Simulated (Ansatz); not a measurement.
# AlNi3: the cost of one run

Computed with Ansatz 0.2.0 (DFT PBEsol, scalar-relativistic, plane waves, PAW, unless a step's input says otherwise).

1 further run of the same task is left out (set aside as unsound or not needed).

## Step 1: The structure to begin with

It takes space group Pm-3m (No. 221, cubic). The conventional cell has a = 3.519 Å, b = 3.519 Å, c = 3.519 Å, α = 90.00°, β = 90.00°, γ = 90.00°. Al (site symmetry m-3m) is surrounded by 12 Ni at 2.49 Å. Ni (site symmetry 4/mmm) has 4 Al at 2.49 Å and 8 Ni at 2.49 Å as nearest neighbours.

As a file:

```xyz
4
Lattice="3.5191 0.0000 0.0000 0.0000 3.5191 0.0000 0.0000 0.0000 3.5191" Properties=species:S:1:pos:R:3 pbc="T T T"
Al    0.0000    0.0000    0.0000
Ni    0.0000    1.7595    1.7595
Ni    1.7595    0.0000    1.7595
Ni    1.7595    1.7595    0.0000
```

It goes back to an entry of the Materials Project, which need not be the stable form.

It is the result of an earlier relaxation at this level (volume 10.90 Å³/atom; gap on the mesh: none (metal), site moments up to 0.3 μB).

## Step 2: The reference cell

The reference gives a free energy of -17941.2642 eV, pressure 0.00 GPa, largest force 0.000 eV/Å and gap on the mesh none (metal). It was computed beforehand with the settings of the runs below.

## Step 3: Next: random displacements

All atoms are moved at random with no net shift, in some cells together with a random strain.

## Step 4: At rms move = 0.177 Å

File input.yaml:

```yaml
crystal:
  lattice:
    - [3.5190868455, 0.0, 0.0]
    - [0.0, 3.5190868455, 0.0]
    - [0.0, 0.0, 3.5190868455]
  atoms:
    - { symbol: Al, position: [-0.0129288672, -0.0367008261, -0.0263556712] }
    - { symbol: Ni, position: [0.0088071976, 0.5279168404, 0.4574988292], spin: 0.28 }
    - { symbol: Ni, position: [0.507739636, 0.0373702818, 0.5172010129], spin: 0.28 }
    - { symbol: Ni, position: [0.4963820336, 0.4714137039, 0.0516558291], spin: 0.28 }
basis:
  ecutwfc: 420
kpoints:
  mp_grid: { grid: [14, 14, 14] }
hamiltonian:
  xc: pbesol
scf:
  occupations: { method: gaussian, width: 0.15 }
output:
  forces: true
  stress: true
  eigenvalues: true
  populations: true
magnetization:
  spin_polarized: true
```

Run with:

```
$ ansatz run input.yaml --threads 2 --pin off --max-ram 5120MiB --backend cpu --events-out ev --progress --plain --runs-dir out
```

What time and memory should one allow on 2 threads of Intel Xeon 6975P-C (Granite Rapids), shared host?

About 3.3 min, with a peak of 3.3 GiB.
